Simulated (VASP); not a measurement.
Computed with LDA (Ceperley-Alder, Perdew-Zunger), VASP's LDA PAW potentials (set 64) (plane waves; VASP).

The input files of a VASP run:

File POSCAR:
```
LiI
1
    0.0000000000     3.0100000000     3.0100000000
    3.0100000000     0.0000000000     3.0100000000
    3.0100000000     3.0100000000     0.0000000000
Li I
1 1
Direct
  0.0000000000   0.0000000000   0.0000000000
  0.5000000000   0.5000000000   0.5000000000
```

KPOINTS:
```
Automatic mesh
0
Gamma
 7 7 7
```

**INCAR**
```
# general
SYSTEM =LiI
PREC   =Accurate
ENCUT  =520
LREAL  =.FALSE.
LASPH  =.TRUE.

# electronic loop
EDIFF  =1E-6
NELM   =100
ALGO   =Normal
LMAXMIX=4

# smearing
ISMEAR =0
SIGMA  =0.05

# ions
IBRION =2
NSW    =60
ISIF   =3
EDIFFG =-0.01

# output
LWAVE  =.FALSE.
LCHARG =.FALSE.
```

POTCAR, in this order: Li_sv I (LDA.64 set). Program: vasp_std.

What VASP printed:

### OSZICAR
```
       N       E                     dE             d eps       ncg     rms          rms(c)
DAV:   1     0.379051833222E+02    0.37905E+02   -0.36143E+03   360   0.942E+02
DAV:   2    -0.477269334494E+01   -0.42678E+02   -0.41431E+02   519   0.135E+02
DAV:   3    -0.647920412909E+01   -0.17065E+01   -0.17055E+01   436   0.320E+01
DAV:   4    -0.653781561291E+01   -0.58611E-01   -0.58506E-01   615   0.591E+00
DAV:   5    -0.653809410284E+01   -0.27849E-03   -0.27847E-03   473   0.462E-01    0.219E+00
DAV:   6    -0.652233288171E+01    0.15761E-01   -0.20196E-02   457   0.738E-01    0.137E+00
DAV:   7    -0.651973297786E+01    0.25999E-02   -0.19961E-02   537   0.798E-01    0.250E-01
DAV:   8    -0.651969021585E+01    0.42762E-04   -0.19339E-03   396   0.337E-01    0.367E-02
DAV:   9    -0.651970048937E+01   -0.10274E-04   -0.53643E-05   510   0.632E-02    0.180E-02
DAV:  10    -0.651970132038E+01   -0.83101E-06   -0.16250E-06   443   0.977E-03
   1 F= -.65197013E+01 E0= -.65197013E+01  d E =-.651970E+01
       N       E                     dE             d eps       ncg     rms          rms(c)
DAV:   1    -0.666834696781E+01   -0.14865E+00   -0.21037E+00   370   0.862E+00    0.195E+00
DAV:   2    -0.657579715597E+01    0.92550E-01   -0.20623E-01   422   0.319E+00    0.895E-01
DAV:   3    -0.655207679027E+01    0.23720E-01   -0.86082E-02   370   0.146E+00    0.554E-01
DAV:   4    -0.655168958635E+01    0.38720E-03   -0.24827E-03   450   0.421E-01    0.402E-01
DAV:   5    -0.655141408327E+01    0.27550E-03   -0.49180E-04   679   0.141E-01    0.679E-02
DAV:   6    -0.655140435015E+01    0.97331E-05   -0.22251E-05   479   0.434E-02    0.227E-02
DAV:   7    -0.655140455812E+01   -0.20798E-06   -0.30206E-06   429   0.126E-02
   2 F= -.65514046E+01 E0= -.65514046E+01  d E =-.317032E-01
       N       E                     dE             d eps       ncg     rms          rms(c)
DAV:   1    -0.665016187471E+01   -0.98758E-01   -0.16034E+00   375   0.761E+00    0.172E+00
DAV:   2    -0.658105245524E+01    0.69109E-01   -0.15326E-01   432   0.275E+00    0.785E-01
DAV:   3    -0.656274217775E+01    0.18310E-01   -0.65121E-02   378   0.127E+00    0.487E-01
DAV:   4    -0.656244768423E+01    0.29449E-03   -0.18324E-03   451   0.361E-01    0.342E-01
DAV:   5    -0.656224679871E+01    0.20089E-03   -0.35320E-04   652   0.119E-01    0.507E-02
DAV:   6    -0.656224054372E+01    0.62550E-05   -0.18145E-05   477   0.381E-02    0.198E-02
DAV:   7    -0.656224067320E+01   -0.12948E-06   -0.20494E-06   376   0.107E-02
   3 F= -.65622407E+01 E0= -.65622407E+01  d E =-.425394E-01
       N       E                     dE             d eps       ncg     rms          rms(c)
DAV:   1    -0.656370293415E+01   -0.14624E-02   -0.24365E-02   379   0.927E-01    0.209E-01
DAV:   2    -0.656265962241E+01    0.10433E-02   -0.24335E-03   441   0.343E-01    0.989E-02
DAV:   3    -0.656237719506E+01    0.28243E-03   -0.99397E-04   379   0.159E-01    0.601E-02
DAV:   4    -0.656237304690E+01    0.41482E-05   -0.26302E-05   451   0.437E-02    0.452E-02
DAV:   5    -0.656236943321E+01    0.36137E-05   -0.52495E-06   637   0.148E-02    0.626E-03
DAV:   6    -0.656236937922E+01    0.53994E-07   -0.31971E-07   213   0.517E-03
   4 F= -.65623694E+01 E0= -.65623694E+01  d E =-.426681E-01
```

File OUTCAR:
```
------------------------ aborting loop because EDIFF is reached ----------------------------------------
  FORCE on cell =-STRESS in cart. coord.  units (eV):
  Direction    XX          YY          ZZ          XY          YZ          ZX
  --------------------------------------------------------------------------------------
  Total        0.0024871      0.0024871      0.0024871      0.0000000     -0.0000000      0.0000000
  in kB        0.0814827      0.0814827      0.0814827      0.0000000     -0.0000000      0.0000000
  external PRESSURE =       0.0814827 kB  Pullay stress =       0.0000000 kB
  volume of cell :       48.90
      direct lattice vectors                 reciprocal lattice vectors
     0.000000000  2.902468106  2.902468106    -0.172267181  0.172267181  0.172267181
     2.902468106  0.000000000  2.902468106     0.172267181 -0.172267181  0.172267181
     2.902468106  2.902468106 -0.000000000     0.172267181  0.172267181 -0.172267181
 POSITION                                       TOTAL-FORCE (eV/Angst)
 -----------------------------------------------------------------------------------
      5.80494      2.90247      2.90247         0.000000      0.000000     -0.000000
      2.90247      2.90247      2.90247        -0.000000     -0.000000      0.000000
 -----------------------------------------------------------------------------------
    total drift:                                0.000000     -0.000000      0.000000
  FREE ENERGIE OF THE ION-ELECTRON SYSTEM (eV)
  ---------------------------------------------------
  free  energy   TOTEN  =        -6.5623693792 eV

  energy  without entropy=       -6.5623693792  energy(sigma->0) =       -6.56236938

 reached required accuracy - stopping structural energy minimisation
```
(Selected blocks of OUTCAR.)

### CONTCAR
```
LiI
   1.00000000000000
     0.0000000000000000    2.9024681060445694    2.9024681060445694
     2.9024681060445694    0.0000000000000000    2.9024681060445694
     2.9024681060445694    2.9024681060445694   -0.0000000000000000
  Li              I
     1     1
Direct
     0.0000000000000000    1.0000000000000000    1.0000000000000000
     0.5000000000000000    0.5000000000000000    0.5000000000000000
```

Energy and stress use the plane-wave basis of the starting cell.

The compound is LiI in the rock salt structure. This run relaxes it. Symmetry was kept, so distortions that lower it aren't found.
